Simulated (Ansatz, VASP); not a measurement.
# One calculation of Cs, two programs

File INCAR:

```
SYSTEM = Cs
ALGO     = Fast           ! electronic algorithm
EDIFF    = 1E-6           ! SCF threshold, eV
ENCUT    = 520            ! plane-wave cutoff, eV
GGA      = PE             ! functional
ISIF     = 2              ! what is computed and relaxed
ISMEAR   = -1             ! smearing method
LASPH    = .TRUE.         ! aspherical terms in the spheres
LCHARG   = .FALSE.        ! write CHGCAR
LREAL    = .FALSE.        ! projectors in reciprocal space
LWAVE    = .FALSE.        ! write WAVECAR
NBANDS   = 10             ! bands
NELM     = 60             ! most SCF steps
PREC     = Accurate       ! precision mode
SIGMA    = 0.05           ! smearing width, eV
```

Contents of KPOINTS:

```
k-points
0
G
  6 6 6
  0 0 0
```

File POSCAR:

```
Cs
1.0
   -3.2699480000      3.2071640000      3.2746200000
    3.1394770000     -3.0609420000      2.9979270000
    3.1843290000      2.9753230000     -3.1283970000
Cs
1
Direct
   -0.0002280000      0.0061190000      0.0031940000
```

Contents of input.yaml:

```yaml
crystal:
  lattice:
    - [-3.269948, 3.207164, 3.27462]
    - [3.139477, -3.060942, 2.997927]
    - [3.184329, 2.975323, -3.128397]
  atoms:
    - { symbol: Cs, position: [-0.000228, 0.006119, 0.003194] }
kpoints:
  mp_grid: { grid: [6, 6, 6] }
scf:
  occupations: { method: fermi_dirac, width: 0.05 }
hamiltonian:
  xc: pbe
  pseudopotentials: { kind: all_electron, lapw: { basis_error: 0.001 } }
output:
  forces: true
  stress: true
  eigenvalues: true
  populations: true
```

Change from the starting cell: cell strained at random at fixed volume.

Alike in both runs: task single point; functional PBE; k mesh 6 × 6 × 6; occupations fermi-dirac, width 0.05 eV; no spin polarisation.

|  | VASP | Ansatz |
| --- | --- | --- |
| version | VASP 6.6.1 | Ansatz 0.2.0 |
| potentials or method | VASP PAW PBE potentials, release 64 (Cs_sv) | all-electron LAPW, scalar-relativistic |
| plane-wave cutoff (eV) | 520 | see its input |

```tsv
	VASP	Ansatz	Ansatz less VASP
gap on the k mesh at the Fermi level (eV)	none	none	-
pressure (GPa)	-0.1	-0.1	+0.01
```

A gap of «none» marks a metal or a gap that the smearing closes. Ansatz ran all-electron here, so the differences hold the error of VASP's frozen core and of both bases.

Spin-orbit coupling is left out, which matters for the levels of Cs.
